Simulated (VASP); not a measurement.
# HfO2 (Fm-3m) in VASP: Born charges and dielectric tensor with LDA

Aim: the Born charges and dielectric tensor of HfO2 with LDA.

All numbers are computed with VASP 6.6.1; they aren't measurements. Logs are shortened: lines on timing, memory, paths and dates and some standing lists are left out, and cuts for length are marked.

**1. The crystal as given**

Symmetry: Fm-3m, No. 225, cubic system. Conventional cell: a = 4.980 Å, b = 4.980 Å, c = 4.980 Å, α = 90.00°, β = 90.00°, γ = 90.00°. Hf (site symmetry m-3m) has 8 O at 2.16 Å as nearest neighbours. Around O (site symmetry -43m) lie 4 Hf at 2.16 Å.

Measurements of this composition are mostly on another form, of space group No. 14.

**2. Born charges and dielectric tensor, LDA**

INCAR reads:

```
SYSTEM = HfO2
PREC = Accurate ; ENCUT = 600
EDIFF = 1E-8 ; ISMEAR = 0
SIGMA = 0.02 ; LREAL = .False.
LASPH = .True. ; NELM = 60
ALGO = Normal ; ISIF = 2
LWAVE = .False. ; LCHARG = .False.
LEPSILON = .True. ; IBRION = 8
NSW = 1
```

KPOINTS reads:

```
Automatic mesh
0
Gamma
  8 8 8
  0 0 0
```

POSCAR reads:

```
HfO2
1.0
    0.0000000000      2.4899300000      2.4899300000
    2.4899300000      0.0000000000      2.4899300000
    2.4899300000      2.4899300000      0.0000000000
Hf O
1 2
Direct
    1.0000000000      0.0000000000      1.0000000000
    0.7500000000      0.7500000000      0.7500000000
    0.2500000000      0.2500000000      0.2500000000
```

Potentials or basis: VASP PAW LDA potentials, release 64 (Hf, O).

Started as:

```console
$ cat potpaw_LDA.64/Hf/POTCAR potpaw_LDA.64/O/POTCAR > POTCAR
$ mpirun -np 1 vasp_std > vasp.out
```

OUTCAR:

```text
SYSTEM = HfO2
   PREC = Accurate
   ENCUT = 600
   EDIFF = 1E-8
   ISMEAR = 0
   LREAL = .False.
   LASPH = .True.
   NELM = 60
   ISIF = 2
   LEPSILON = .True.
   IBRION = 8
   NSW = 1

 ion  position               nearest neighbor table
   1  0.000  0.000  0.000-   2 2.16   2 2.16   2 2.16   2 2.16   3 2.16   3 2.16   3 2.16   3 2.16

   2  0.750  0.750  0.750-   1 2.16   1 2.16   1 2.16   1 2.16
   3  0.250  0.250  0.250-   1 2.16   1 2.16   1 2.16   1 2.16

  LATTYP: Found a face centered cubic cell.
 ALAT       =     4.9798600000

  Lattice vectors:

 A1 = (   0.0000000000,   2.4899300000,   2.4899300000)
 A2 = (   2.4899300000,   0.0000000000,   2.4899300000)
 A3 = (   2.4899300000,   2.4899300000,   0.0000000000)

Analysis of symmetry for initial positions (statically):
=====================================================================
 Subroutine PRICEL returns:
 Original cell was already a primitive cell.

 Routine SETGRP: Setting up the symmetry group for a
 face centered cubic supercell.

 Subroutine GETGRP returns: Found 48 space group operations
 (whereof 48 operations were pure point group operations)
 out of a pool of 48 trial point group operations.

The static configuration has the point symmetry O_h .

Analysis of symmetry for dynamics (positions and initial velocities):
=====================================================================
 Subroutine PRICEL returns:
 Original cell was already a primitive cell.

 Routine SETGRP: Setting up the symmetry group for a
 face centered cubic supercell.

 Subroutine GETGRP returns: Found 48 space group operations
 (whereof 48 operations were pure point group operations)
 out of a pool of 48 trial point group operations.

The dynamic configuration has the point symmetry O_h .

 Subroutine INISYM returns: Found 48 space group operations
 (whereof 48 operations are pure point group operations),
 and found     1 'primitive' translations

----------------------------------------------------------------------------------------

                                     Primitive cell

  volume of cell :      30.8739

  direct lattice vectors                    reciprocal lattice vectors
     0.000000000  2.489930000  2.489930000    -0.200808858  0.200808858  0.200808858
     2.489930000  0.000000000  2.489930000     0.200808858 -0.200808858  0.200808858
     2.489930000  2.489930000  0.000000000     0.200808858  0.200808858 -0.200808858

  length of vectors
     3.521292775  3.521292775  3.521292775     0.347811145  0.347811145  0.347811145

  position of ions in fractional coordinates (direct lattice)
     0.000000000  0.000000000  0.000000000
     0.750000000  0.750000000  0.750000000
     0.250000000  0.250000000  0.250000000

  ion indices of the primitive-cell ions
   primitive index   ion index
                 1           1
                 2           2
                 3           3

----------------------------------------------------------------------------------------

 KPOINTS: Automatic mesh

Automatic generation of k-mesh.
 Grid dimensions read from file:
[... 529 lines left out ...]

------------------------ aborting loop because EDIFF is reached ----------------------------------------

 PIEZOELECTRIC TENSOR FIELD DIRECTION 3  (e Angst)
 -----------------------------------------------------------------------------
     0.00003  0.00000  0.00000           ( -0.00000  0.00000  0.00000)
     0.00000  0.00003  0.00000           (  0.00000 -0.00000  0.00000)
     0.00000 -0.00000 -0.00043           (  0.00000  0.00000  0.00000)

 PIEZOELECTRIC TENSOR FIELD DIRECTION 3  (C/m^2)
 -----------------------------------------------------------------------------
     0.00001  0.00000  0.00000
     0.00000  0.00001  0.00000
     0.00000 -0.00000 -0.00022

--------------------------------------- Ionic step        4  -------------------------------------------

------------------------ aborting loop because EDIFF is reached ----------------------------------------

[... ionic steps 5 to 6 ...]

--------------------------------------- Ionic step        7  -------------------------------------------

 Free energy of the ion-electron system (eV)
  ---------------------------------------------------
  ---------------------------------------------------
  free energy    TOTEN  =        -0.36126933 eV

  energy without entropy =       -0.36126933

------------------------ aborting loop because EDIFF is reached ----------------------------------------

 INTERNAL STRAIN TENSOR  FOR ION    2  DIRECTION 1   (eV/Angst):
 -----------------------------------------------------------------------------
     0.00008  0.00000  0.00000
     0.00000 -0.00031  9.39935
     0.00000  9.39935 -0.00031

 MACROSCOPIC STATIC DIELECTRIC TENSOR (including local field effects in DFT)
 ------------------------------------------------------
           5.171577     0.000000     0.000000
           0.000000     5.171577     0.000000
          -0.000000    -0.000000     5.171577
 ------------------------------------------------------

 PIEZOELECTRIC TENSOR (including local field effects)  for field in x, y, z        (e  Angst)
          XX          YY          ZZ          XY          YZ          ZX
  --------------------------------------------------------------------------------
  x     0.00000     0.00000     0.00000     0.00000     0.00000     0.00000
  y     0.00000     0.00000     0.00000     0.00000     0.00000     0.00000
  z     0.00000     0.00000     0.00000     0.00000     0.00000     0.00000

 PIEZOELECTRIC TENSOR (including local field effects)  for field in x, y, z        (C/m^2)
          XX          YY          ZZ          XY          YZ          ZX
  --------------------------------------------------------------------------------
  x     0.00000     0.00000     0.00000     0.00000     0.00000     0.00000
  y     0.00000     0.00000     0.00000     0.00000     0.00000     0.00000
  z     0.00000     0.00000     0.00000     0.00000     0.00000     0.00000

 BORN EFFECTIVE CHARGES (including local field effects) (in |e|, cummulative output)
 ---------------------------------------------------------------------------------
 ion    1
    1     5.58888     0.00000     0.00000
    2     0.00000     5.58888     0.00000
    3     0.00000     0.00000     5.58888
 ion    2
    1    -2.79444     0.00000     0.00000
    2     0.00000    -2.79444     0.00000
    3     0.00000     0.00000    -2.79444
 ion    3
    1    -2.79444     0.00000     0.00000
    2     0.00000    -2.79444     0.00000
    3     0.00000     0.00000    -2.79444

 INTERNAL STRAIN TENSOR FOR ION    3 for displacements in x,y,z  (eV/Angst):
          X           Y           Z          XY          YZ          ZX
  --------------------------------------------------------------------------------
  x     0.00000     0.00000     0.00000     0.00000    -9.39935     0.00000
  y     0.00000    -0.00000     0.00000     0.00000     0.00000    -9.39935
  z     0.00000     0.00000    -0.00000    -9.39935     0.00000     0.00000

 SECOND DERIVATIVES (NOT SYMMETRIZED)
 ------------------------------------
               1X          1Y          1Z          2X          2Y          2Z          3X          3Y          3Z
  1X    -7.336240    0.000000    0.000000    3.668120    0.000000    0.000000    3.668120    0.000000    0.000000
  1Y     0.000000   -7.336240    0.000000    0.000000    3.668120    0.000000    0.000000    3.668120    0.000000
  1Z     0.000000    0.000000   -7.336240    0.000000    0.000000    3.668120    0.000000    0.000000    3.668120
  2X     3.672311    0.000000    0.000000  -12.853057    0.000000    0.000000    9.180746    0.000000    0.000000
  2Y     0.000000    3.672311    0.000000    0.000000  -12.853057    0.000000    0.000000    9.180746    0.000000
  2Z     0.000000    0.000000    3.672311    0.000000    0.000000  -12.853057    0.000000    0.000000    9.180746
  3X     3.672311    0.000000    0.000000    9.180746    0.000000    0.000000  -12.853057    0.000000    0.000000
  3Y     0.000000    3.672311    0.000000    0.000000    9.180746    0.000000    0.000000  -12.853057    0.000000
  3Z     0.000000    0.000000    3.672311    0.000000    0.000000    9.180746    0.000000    0.000000  -12.853057

 Eigenvectors and eigenvalues of the dynamical matrix
 ----------------------------------------------------

   1 f  =   18.345750 THz   115.269745 2PiTHz  611.948339 cm-1    75.871890 meV
             X         Y         Z           dx          dy          dz
      0.000000  0.000000  0.000000     0.000000   -0.000000    0.000000
      3.734895  3.734895  3.734895    -0.645494   -0.288681   -0.000000
      1.244965  1.244965  1.244965     0.645494    0.288681   -0.000000
[... 43 lines left out ...]
   9 f/i=    0.001667 THz     0.010472 2PiTHz    0.055592 cm-1     0.006893 meV
             X         Y         Z           dx          dy          dz
      0.000000  0.000000  0.000000    -0.874923   -0.274526    0.085246
      3.734895  3.734895  3.734895    -0.261803   -0.082146    0.025508
      1.244965  1.244965  1.244965    -0.261803   -0.082146    0.025508

--------------------------------------------------------------------------------------------------------

 MACROSCOPIC STATIC DIELECTRIC TENSOR IONIC CONTRIBUTION
 ------------------------------------------------------
          24.945067     0.000000     0.000000
           0.000000    24.945067     0.000000
           0.000000     0.000000    24.945067
 ------------------------------------------------------

 ELASTIC MODULI CONTR FROM IONIC RELAXATION (kBar)
 Direction    XX          YY          ZZ          XY          YZ          ZX
 --------------------------------------------------------------------------------
 XX          -0.0000     -0.0000     -0.0000      0.0000      0.0000      0.0000
 YY          -0.0000     -0.0000      0.0000      0.0000      0.0000     -0.0000
 ZZ          -0.0000      0.0000     -0.0000     -0.0000      0.0000      0.0000
 XY           0.0000      0.0000     -0.0000   -416.1556     -0.0000     -0.0000
 YZ           0.0000      0.0000      0.0000     -0.0000   -416.1556      0.0000
 ZX           0.0000     -0.0000      0.0000     -0.0000      0.0000   -416.1556
 --------------------------------------------------------------------------------

 PIEZOELECTRIC TENSOR IONIC CONTR  for field in x, y, z        (C/m^2)
          XX          YY          ZZ          XY          YZ          ZX
  --------------------------------------------------------------------------------
  x     0.00000    -0.00000     0.00000     0.00000     0.00000    -0.00000
  y     0.00000     0.00000     0.00000    -0.00000    -0.00000     0.00000
  z    -0.00000    -0.00000    -0.00000     0.00000     0.00000     0.00000
```

Run time: 1.8 min. Hardware: 1 thread of Intel Xeon 6975P-C (Granite Rapids), shared host; peak memory 0.28 GiB.

Results:

```
Band gap on the k mesh                                  : 3.72 eV, direct
Electronic dielectric tensor (diagonal)                 : 5.17
Born charges (mean of the diagonal)                     : Hf +5.59; O -2.79 e
Highest phonon frequency at Γ, LO-TO splitting left out : 612 cm⁻¹
```

Levels at points of the mesh, in eV from the valence-band top:
| k point | band 6 | band 7 | band 8 | band 9 | band 10 | band 11 |
| --- | --- | --- | --- | --- | --- | --- |
| (0.00, 0.00, 0.00) | -0.64 | -0.64 | -0.64 | 3.77 | 3.77 | 6.13 |
| (0.50, 0.00, 0.00) | -2.89 | -1.92 | -1.92 | 4.58 | 4.58 | 7.40 |
| (0.50, 0.50, 0.00) | -1.65 | -1.65 | 0.00 | 3.72 | 5.57 | 7.05 |

Phonon frequencies in cm⁻¹ (negative: imaginary):
```tsv
q point	frequencies
(0.000, 0.000, 0.000)	0 0 0 271 271 271 612 612 612
```

Electronic dielectric tensor:
```
5.17 0.00 0.00
0.00 5.17 0.00
0.00 0.00 5.17
```

Born effective charge tensors (e):
atom 1, Hf
```
5.59 0.00 0.00
0.00 5.59 0.00
0.00 0.00 5.59
```
atom 2, O
```
-2.79  0.00  0.00
 0.00 -2.79  0.00
 0.00  0.00 -2.79
```
atom 3, O
```
-2.79  0.00  0.00
 0.00 -2.79  0.00
 0.00  0.00 -2.79
```

Caveat: spin-orbit coupling is left out, which moves the levels of the heavy elements. A k mesh can miss the band edges.
